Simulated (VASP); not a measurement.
Input of a VASP 6.6.1 run:

Contents of INCAR:

```
SYSTEM = Si2Mo
PREC = Accurate
ENCUT = 520
EDIFF = 1E-7
ISMEAR = -1
SIGMA = 0.05
LREAL = .False.
LASPH = .True.
NELM = 80
ALGO = Normal
ISIF = 2
LWAVE = .False.
LCHARG = .False.
GGA = PS
NBANDS = 18
```

File KPOINTS:

```
regular mesh
0
Gamma
  12 12 12
  0 0 0
```

POSCAR

```
Si2Mo
1.0
   -1.6000000000      1.6000000000      3.9305000000
    1.6000000000     -1.6000000000      3.9305000000
    1.6000000000      1.6000000000     -3.9305000000
Mo Si
1 2
Direct
    0.0176620000      0.0018630000      0.0066410000
    0.6778390000      0.6943160000      0.0250040000
    0.3319990000      0.3458110000      0.0115010000
```

Potentials or basis: VASP PAW PBE potentials, release 64 (Mo_sv, Si).

The run is started by

```bash
$ cat potpaw_PBE.64/Mo_sv/POTCAR potpaw_PBE.64/Si/POTCAR > POTCAR
$ mpirun -np 1 vasp_std > vasp.out
```

Question: Estimate the band gap on the k mesh.

Answer: None (metal or under the smearing width).

Question: What does it give for the largest force?

Answer: 0.954 eV/Å.

Question: Estimate the pressure.

Answer: -2.1 GPa.

Stress tensor (GPa, compression positive):
```
-1.76 -0.30 -0.24
-0.30 -1.57  0.07
-0.24  0.07 -3.00
```

Caveat: the PAW data sets were made with another functional, which shifts forces and pressure a little.
